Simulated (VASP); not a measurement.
Runs of VASP 6.6.1 on GaP. The structure is cubic, space group F-43m (No. 216). The conventional cell has a = 5.451 Å, b = 5.451 Å, c = 5.451 Å, α = 90.00°, β = 90.00°, γ = 90.00°. Around Ga (site symmetry -43m) lie 4 P at 2.36 Å. Around P (site symmetry -43m) lie 4 Ga at 2.36 Å. 

```tsv
task	level	potentials or basis	cell	k mesh	cutoff (eV)	smearing	grid for exact exchange (PRECFOCK)	exchange at q = 0	mesh quality	gap on the mesh (eV)	pressure (GPa)	relaxed volume (Å³/atom)
relaxation of cell and atoms	PBE	VASP PAW PBE potentials, release 64 (Ga_d_GW, P_GW)	relaxed	8 × 8 × 8	630	fermi-dirac 0.05 eV	-	-	not flagged	(c)	0.0	(b)
band structure	PBE	VASP PAW PBE potentials, release 64 (Ga_d_GW, P_GW)	as given	8 × 8 × 8	600	fermi-dirac 0.05 eV	-	-	not flagged	1.64	2.2	-
band structure	PBE	VASP PAW PBE potentials, release 64 (Ga_d, P)	as given	8 × 8 × 8	520	fermi-dirac 0.05 eV	-	-	not flagged	1.64	2.5	-
band structure	PBE	VASP PAW PBE potentials, release 64 (Ga_d_GW, P_GW)	as given	8 × 8 × 8	550	fermi-dirac 0.05 eV	-	-	not flagged	1.64	-	-
single point	PBE	VASP PAW PBE potentials, release 64 (Ga_d, P)	as given	8 × 8 × 8	520	gaussian 0.029 eV	-	-	not flagged	1.64	2.5	-
relaxation of cell and atoms	PBE	VASP PAW PBE potentials, release 64 (Ga_d_GW, P_GW)	relaxed	8 × 8 × 8	680	fermi-dirac 0.05 eV	-	-	not flagged	1.57	0.0	20.88
single point	PBE	VASP PAW PBE potentials, release 64 (Ga_d, P)	as given	8 × 8 × 8	520	gaussian 0.021 eV	-	-	not flagged	1.64	2.4	-
band structure	PBE	VASP PAW PBE potentials, release 64 (Ga, P)	as given	8 × 8 × 8	500	fermi-dirac 0.05 eV	-	-	not flagged	(d)	-	-
relaxation of cell and atoms	PBE	VASP PAW PBE potentials, release 64 (Ga_d, P)	relaxed	8 × 8 × 8	600	fermi-dirac 0.05 eV	-	-	not flagged	1.58	0.0	20.86
relaxation of cell and atoms	PBE	VASP PAW PBE potentials, release 64 (Ga, P)	relaxed	8 × 8 × 8	580	fermi-dirac 0.05 eV	-	-	not flagged	(a)	0.0	21.18
band structure	r2SCANh	VASP PAW PBE potentials, release 64 (Ga_d, P)	as given	4 × 4 × 4	520	fermi-dirac 0.05 eV	Fast	truncated	coarse	2.38	0.0	-
```

Alike in all rows: no spin polarisation.

Q: Estimate the missing entries.

A: (a) 1.52; (b) 20.79; (c) 1.59; (d) 1.67.

Caveats: some runs use coarse meshes; the PAW data sets were made with another functional, which shifts forces and pressure a little (some runs).

A k mesh can miss the band edges, and the runs leave out spin-orbit coupling on Ga.

The runs don't all hold the same shells in valence.
